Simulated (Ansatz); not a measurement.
CaO:

```
Ca O
1.0
     0.00000    2.40356    2.40356
     2.40356    0.00000    2.40356
     2.40356    2.40356    0.00000
Ca O
1 1
Direct
  0.00000 0.00000 0.00000
  0.50000 0.50000 0.50000
```

The cell is a database's computed one.

Program: Ansatz 0.2.0. Alike in all runs: no spin polarisation; cell as given.

Question: Order these runs on this cell by their pressure, lowest first.
A. level LDA; potentials or basis Ansatz PAW; k mesh 6 × 6 × 6; cutoff (eV) 420; smearing fermi-dirac 0.05 eV
B. level BLYP; potentials or basis Ansatz PAW; k mesh 6 × 6 × 6; cutoff (eV) 420; smearing fermi-dirac 0.05 eV
C. level PBE; potentials or basis PseudoDojo stringent (PBE files); k mesh 10 × 10 × 10; cutoff (eV) 1252; smearing fermi-dirac 0.05 eV; points for each segment of the path 14
D. level r2SCAN+rVV10; potentials or basis Ansatz PAW earlier set; k mesh 10 × 10 × 10; cutoff (eV) 1050; smearing tetrahedron

Answer: A (-7.0 GPa), D (-2.0 GPa), C (1.4 GPa), B (4.3 GPa).

Caveats: the PAW data sets come from PBE, with cores solved anew for the run's functional, which leaves a small shift of forces and pressure (some runs); the density of states is complete only up to the lowest level of the last band computed (some runs); the potentials were made for another functional, which shifts forces and pressure (some runs).

Not every run made on this cell is shown here.
